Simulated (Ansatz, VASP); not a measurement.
TaN: VASP beside Ansatz

```
CELL_PARAMETERS angstrom
0.00000 2.18624 2.18624
2.18624 0.00000 2.18624
2.18624 2.18624 0.00000
ATOMIC_POSITIONS crystal
Ta 0.50000 0.50000 0.50000
N 0.00000 0.00000 0.00000
```

Change from the starting cell: volume scaled by 1.01.

Alike in both runs: task single point; functional PBE; k mesh 9 × 9 × 9; occupations fermi-dirac, width 0.02 eV; no spin polarisation.

|  | VASP | Ansatz |
| --- | --- | --- |
| version | VASP 6.6.1 | Ansatz 0.2.0 |
| potentials or method | VASP PAW PBE potentials, release 64 (Ta_pv, N), cutoff 520 eV | all-electron LAPW, scalar-relativistic |

```csv
,VASP,Ansatz,Ansatz less VASP
pressure (GPa),11.6,10.7,-0.84
```

Ansatz ran all-electron here, so the differences hold the error of VASP's frozen core and of both bases.

The runs have no spin-orbit coupling, so splittings on Ta are missing.
